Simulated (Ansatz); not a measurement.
## One atom moved over a plane in ZnS

These are results of Ansatz 0.2.0, DFT r2SCAN, scalar-relativistic, plane waves, PAW, not measurements. Cutoff 500 eV, Γ-centred 6×6×4 k-points, Gaussian smearing of 0.05 eV. No spin polarisation. Energies are free energies at this smearing, counted from the undisturbed cell; pressure is positive in compression.

The starting cell (as given, not relaxed at this level; it stands at 0.1 GPa):

```yaml
crystal:
  lattice:
    - [3.81100, 0.00000, 0.00000]
    - [-1.90550, 3.30042, 0.00000]
    - [0.00000, 0.00000, 6.23400]
  atoms:
    - { symbol: Zn, position: [0.33333, 0.66667, 0.00000] }
    - { symbol: Zn, position: [0.66667, 0.33333, 0.50000] }
    - { symbol: S, position: [0.33333, 0.66667, 0.38500] }
    - { symbol: S, position: [0.66667, 0.33333, 0.88500] }
```

Atom 1 (Zn) is moved by p along (0.707, 0.707, 0.000) and q along (0.000, 0.000, 1.000) (Å), all else fixed. Points are written (p, q).

Energy above the undisturbed cell in eV/cell (a dash: not computed):

```csv
p \ q,-0.450,-0.225,0.000,0.225,0.450
-0.450,?,1.71,1.06,?,1.12
-0.225,0.82,0.48,0.21,0.25,1.02
0.000,0.46,0.18,0.00,0.14,?
0.225,0.72,0.39,0.15,0.21,1.00
0.450,1.40,0.95,0.54,0.42,?
```

Question: Fill in the withheld energies.

Answer: (-0.450, -0.450): 2.36; (-0.450, 0.225): 0.73; (0.000, 0.450): 1.02; (0.450, 0.450): 0.97.